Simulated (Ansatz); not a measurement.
Re:

```xyz
4
Lattice="2.7664 0.0000 0.0000 -1.3832 2.3958 0.0000 0.0000 0.0000 8.9388" Properties=species:S:1:pos:R:3 pbc="T T T"
Re    1.3832    0.7986    6.7041
Re    0.0000    0.0000    4.4694
Re    0.0000    1.5972    2.2347
Re    0.0000    0.0000    0.0000
```

```yaml
Program: Ansatz 0.2.0
Task: relaxation of cell and atoms
Functional: revPBE
Potentials_or_basis: Ansatz PAW
Cutoff: "420 eV (not typed: the program's choice for these potentials)"
k_mesh: 11 × 11 × 3
Occupations: fermi-dirac, width 0.05 eV
Spin: no spin polarisation
```

At the start: volume 14.81 Å³/atom.

**Question.** Where does the relaxation end?

**Answer.** It ends after 4 steps and the volume is 15.06 Å³/atom (+1.7 %); space group P6_3/mmc (No. 194, to 0.05 Å).

The path:
| step | energy change (eV) | largest force (eV/Å) | volume (Å³) |
| --- | --- | --- | --- |
| 1 | 0.0000 | 0.0000 | 59.24 |
| 2 | -0.0172 | 0.0000 | 60.30 |
| 3 | -0.0174 | 0.0000 | 60.23 |
| 4 | -0.0185 | 0.0000 | 60.23 |

Final structure:
```cif
data_structure
_symmetry_space_group_name_H-M 'P 1'
_symmetry_Int_Tables_number 1
_cell_length_a 2.7806
_cell_length_b 2.7806
_cell_length_c 8.9949
_cell_angle_alpha 90.000
_cell_angle_beta 90.000
_cell_angle_gamma 120.000
_cell_volume 60.23
loop_
_atom_site_label
_atom_site_type_symbol
_atom_site_fract_x
_atom_site_fract_y
_atom_site_fract_z
_atom_site_occupancy
Re1 Re 0.66667 0.33333 0.75000 1
Re2 Re 0.00000 0.00000 0.50000 1
Re3 Re 0.33333 0.66667 0.25000 1
Re4 Re 0.00000 0.00000 0.00000 1
```

Caveat: the plane-wave basis is chosen anew once the cell has moved, so the energies of steps on either side of that aren't comparable; the PAW data sets come from PBE, with cores solved anew for the run's functional, which leaves a small shift of forces and pressure.
